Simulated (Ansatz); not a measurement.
The parent structure is KTaO3 in the cubic perovskite structure (space group Pm-3m, No. 221; a = 3.985 Å).

One thing is altered: every O is replaced by S; the structure is relaxed again.

Levels (all Ansatz, a first-principles code, PAW): PBEsol (420 eV, no SOC); r2SCAN (500 eV, no spin-orbit coupling).

The geometry is relaxed with PBEsol.

| Property | Value |
|---|---|
| PBEsol pressure | 0.0 GPa |

With r2SCAN at the same geometry, the pressure goes from zero to 1.9 GPa.

Single points use the geometry relaxed with PBEsol. Their cutoffs differ, which shifts pressures a little. Stability against distortions was not tested. As relaxed here, KTaS3 is a hypothetical phase, not in the database extracts checked. All final runs are without spin polarisation. KTaS3 has a high density of states at the Fermi level and may be magnetic at this level.
